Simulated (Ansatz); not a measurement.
# C: the cost of one run

Program: Ansatz 0.2.0. Level of theory: DFT PBEsol, scalar-relativistic, plane waves, PAW. These are calculated values, not measurements.

### Step 1. The structure to begin with

The structure is tetragonal, space group I4/mmm (No. 139). Conventional cell: a = 2.462 Å, b = 2.462 Å, c = 3.745 Å, α = 90.00°, β = 90.00°, γ = 90.00°. Around C (site symmetry 4/mmm) lie 12 C at 2.46 to 2.56 Å.

Structure file:

```cif
data_structure
_symmetry_space_group_name_H-M 'I4/mmm'
_symmetry_Int_Tables_number 139
_cell_length_a 2.4619
_cell_length_b 2.4619
_cell_length_c 3.7454
_cell_angle_alpha 90.000
_cell_angle_beta 90.000
_cell_angle_gamma 90.000
_cell_volume 22.70
loop_
_atom_site_label
_atom_site_type_symbol
_atom_site_symmetry_multiplicity
_atom_site_Wyckoff_symbol
_atom_site_fract_x
_atom_site_fract_y
_atom_site_fract_z
_atom_site_occupancy
C1 C 2 a 0.00000 0.00000 0.00000 1
```

This is candidate A: indium (bct) type (I4/mmm, No. 139).

(A quick probe on a coarse mesh, which set the mesh and smearing, is not shown.)

### Step 3. A loose first relaxation (candidate A)

Contents of input.yaml:

```yaml
crystal:
  lattice:
    - [-1.2309364123, 1.2309364123, 1.8726901807]
    - [1.2309364123, -1.2309364123, 1.8726901807]
    - [1.2309364123, 1.2309364123, -1.8726901807]
  atoms:
    - { symbol: C, position: [0.0, 0.0, 0.0] }
basis:
  ecutwfc: 420
kpoints:
  mp_grid: { grid: [10, 10, 10] }
hamiltonian:
  xc: pbesol
scf:
  occupations: { method: gaussian, width: 0.1 }
  lower_state_search: "off"
output:
  forces: true
  stress: true
  eigenvalues: true
relax:
  adjacent_minimum: "off"
  f_tol: 0.04
  max_steps: 70
  cell: { stress_tol: 0.4 }
```

What time and memory should one allow on 1 thread of an x86-64 CPU, shared host?

About 11 s, with a peak of 0.29 GiB.
